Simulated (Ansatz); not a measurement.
# Zone-centre phonons of Ge at 3 GPa: input and output

Computed with Ansatz 0.2.0, DFT PBEsol, scalar-relativistic, plane waves, PAW.

Launched with:
```bash
ansatz run input.yaml --threads 1 --pin off --max-ram 3072MiB --backend cpu --events-out ev --progress --plain --runs-dir out
```

Input (bare energies are in eV):
```yaml
crystal:
  lattice:
    - [3.9421549548, 0.0, 0.0]
    - [-1.9710774774, 3.4140063365, 0.0]
    - [0.0, 0.0, 6.5127089356]
  atoms:
    - { symbol: Ge, position: [0.6666666667, 0.3333333333, 0.0631602486] }
    - { symbol: Ge, position: [0.3333333333, 0.6666666667, 0.5631602486] }
    - { symbol: Ge, position: [0.6666666667, 0.3333333333, 0.4368397514] }
    - { symbol: Ge, position: [0.3333333333, 0.6666666667, 0.9368397514] }
basis:
  ecutwfc: 420
kpoints:
  mp_grid: { grid: [12, 12, 8] }
hamiltonian:
  xc: pbesol
scf:
  occupations: { method: fermi_dirac, width: 0.15 }
output:
  eigenvalues: true
phonons:
  method: dfpt
  eigenvectors: true
```

The end of the output:
```
--- Phonons (Γ-DFPT): 2 representative perturbations + reference, on 320 of 1152 k-points (Σ response iterations 17) ---
  k mesh reduced under 2 symmetry operations, with k and −k counted as one. Each operation leaves every solved perturbation unchanged. A smaller set is not used because it would not reduce the number of displacements ...
  ASR residual: 5.704e-6 → 0.000e0 eV/Å²; symmetrization residual: 3.345e-6 eV/Å²
  ASR residual per site (eV/Å²): 5.70e-6 5.70e-6 5.70e-6 5.70e-6
  Γ frequencies (cm⁻¹): 0.00 0.00 0.00 47.07 47.07 213.95 250.02 285.27 285.27 295.60 296.32 296.32
  non-analytic LO–TO correction: not included (Born effective charges unavailable; polar crystals: no LO–TO splitting at Γ)
```

The run took 7 min on 1 thread of AMD EPYC 7R43 64-Core Processor (Zen 3) (shared host), peak memory 2.4 GiB.

In a metal, frequencies and elastic constants depend on the k mesh and the smearing, soft modes and shear constants most.

This form isn't the element's structure at ambient conditions. The bands overlap by little, and semilocal functionals make gaps too small, so the missing gap can be the functional's error and not a sign of a true metal.